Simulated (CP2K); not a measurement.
InAs:

```
In As
1.0
     4.26810    0.00000    0.00000
     2.13405    3.69628    0.00000
     2.13405    1.23209    3.48489
In As
1 1
Direct
  0.00000 0.00000 0.00000
  0.75000 0.75000 0.75000
```

Base run:

- Program: CP2K 2026.2
- Functional: vdW-DF2
- Potentials or basis: POTENTIAL_UZH In GTH-PBE-q13, As GTH-PBE-q5; TZVP-MOLOPT-PBE-GTH basis
- Density cutoff: 9184 eV
- k mesh: 8 × 8 × 8
- Occupations: fermi-dirac, width 0.05 eV
- Spin: no spin polarisation

Its results: band gap on the k mesh none (metal or under the smearing width); pressure 9.0 GPa.

Q: The run is repeated on the same cell with these changes: functional from vdW-DF2 to r2SCAN. What comes out?

A: Band gap on the k mesh none (metal or under the smearing width); pressure 2.3 GPa.

Caveats: the potentials were made for another functional, which shifts forces and pressure; the basis of atomic orbitals isn't converged, which shifts pressures, moduli and gaps.

Not every run made on this cell is shown here.
